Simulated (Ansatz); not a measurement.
**Crystal structures of zirconium under PBEsol**

Method: DFT, PBEsol, plane waves (420 eV) with PAW, scalar-relativistic in Ansatz 0.2.0. (PAW data from PBE, frozen cores regenerated.)

Each structure is relaxed within its own symmetry, so a high-lying one may be dynamically unstable.

(1) Rank these structures of zirconium by energy per atom, lowest first.
A. simple cubic
B. dhcp
C. hcp
D. bcc
E. A15
F. diamond
G. fcc
H. omega (AlB2-type)

```tsv
structure	ΔE (meV/atom)	V (Å³/atom)	cell	magnetic state
omega (AlB2-type)	-9	22.21	a = 4.976 Å, c = 3.107 Å (c/a = 0.624)	spin not included
hcp	0	22.47	a = 3.184 Å, c = 5.119 Å (c/a = 1.608)	spin not included
fcc	31	22.24	a = 4.464 Å	spin not included
dhcp	46	22.46	a = 3.169 Å, c = 10.328 Å (c/a = 3.259)	spin not included
bcc	65	21.92	a = 3.526 Å	spin not included
A15	115	22.05	a = 5.608 Å	spin not included
simple cubic	875	23.50	a = 2.864 Å	spin not included
diamond	2441	29.00	a = 6.145 Å	spin not included
```

ΔE counts from hcp.

PBEsol puts omega (AlB2-type) 9 meV/atom below hcp, the structure of the real element at low temperature or room conditions.

Differences under about 8 meV lie within the error of the k-point mesh.

## Answers

(1) H (0 meV/atom), C (9 meV/atom), G (41 meV/atom), B (55 meV/atom), D (74 meV/atom), E (124 meV/atom), A (885 meV/atom), F (2450 meV/atom).
